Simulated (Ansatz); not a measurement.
Method: DFT PBE, scalar-relativistic, plane waves, PAW (Ansatz). Settings: cutoff 420 eV, Γ-centred meshes spaced at most about 0.3 Å⁻¹, and about 0.25 Å⁻¹ or finer for metals (2π included), Gaussian smearing. No spin polarisation.

These are static total energies at zero pressure.

Two relaxed structures of Ti4B:

1. Space group Im-3m (No. 229), cubic, a = 5.407 Å. Ti has 2 B at 2.34 Å and 6 Ti at 2.70 Å; B has 8 Ti at 2.34 Å.

2. Space group P-43m (No. 215), cubic, a = 4.392 Å. Around Ti lie 1 B at 2.05 Å, 3 Ti at 2.86 Å, 6 Ti at 3.12 Å and 3 Ti at 3.35 Å; around B lie 4 Ti at 2.05 Å.

Question: Which would you expect to be lower, and how large is the difference?

Answer: Cell 1 is lower, by 228 meV/atom. Cell 1 has space group Im-3m (No. 229), 15.8 Å³/atom and no gap on its mesh; cell 2 has space group P-43m (No. 215), 16.9 Å³/atom and no gap. Counting Ti atoms around B (those within 1.25 times the shortest such distance or 1.15 times the sum of covalent radii), cell 1 has B 8 and cell 2 has B 4. The denser one is the lower, and pressure would at first widen the difference. Even the lower one lies +0.24 eV/atom against the reference forms of the elements (uncorrected), so neither is stable at this level. Both come from invented guesses.

Cells relaxed within their symmetry can be saddle points.
